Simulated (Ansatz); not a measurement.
# Nb₃N₅: 14N nuclear quadrupole resonance

Cell: a computed structure from the Materials Project (it need not be an observed phase), taken as it stands.

Space group Cmcm (No. 63); a = 3.8993, b = 10.3988, c = 10.3936 Å.

| site | Wyckoff | site symmetry | x | y | z |
| --- | --- | --- | --- | --- | --- |
| Nb1 | 8f | m.. | 0.5000 | 0.6308 | 0.4403 |
| Nb3 | 4c | m2m | 0.5000 | 0.7023 | 0.7500 |
| N7 | 8f | m.. | 0.5000 | 0.8088 | 0.9254 |
| N8 | 8f | m.. | 0.5000 | 0.5474 | 0.6196 |
| N11 | 4c | m2m | 0.5000 | 0.7355 | 0.2500 |

One atom of each set is listed; the run and its k-mesh use a cell of 16 atoms with edges of 5.55, 5.55, 10.39 Å.

All values are calculated (Ansatz; DFT, r2SCAN, plane waves and PAW (field gradients read without the response of the frozen cores, which leaves them typically 4 to 6 % off), scalar-relativistic, 500 eV cutoff, Γ-centred 8×8×3 k-points, Fermi–Dirac smearing 0.02 eV), not measured.

14N: I = 1, Q = 20.44 mb (year-2017 value). Static lattice, zero field.

Question: Predict the zero-field 14N lines of each site.

Answer: For I = 1 the lines are ν± = (3/4)|C_Q|(1 ± η/3) and ν₀ = |C_Q|η/2.

| site | atoms | V_zz (10²¹ V/m²) | C_Q (MHz) | η | line frequencies (MHz) |
| --- | --- | --- | --- | --- | --- |
| N7 | 4 | 0.49 | 0.243 | 0.61 | 0.0744, 0.145, 0.220 |
| N8 | 4 | -2.57 | -1.27 | 0.50 | 0.316, 0.796, 1.11 |
| N11 | 2 | 0.92 | 0.452 | 0.80 | 0.181, 0.249, 0.430 |

At this cell the r2SCAN pressure is -6 GPa, so with r2SCAN the cell would shrink if it were relaxed. The entry's cell may itself be off. The largest force is 0.4 eV/Å, so the atoms aren't at the calculated equilibrium and relaxing them would move these values. Without spin–orbit coupling (the program notes it for Nb) the gradients can shift somewhat, as the gap is small.
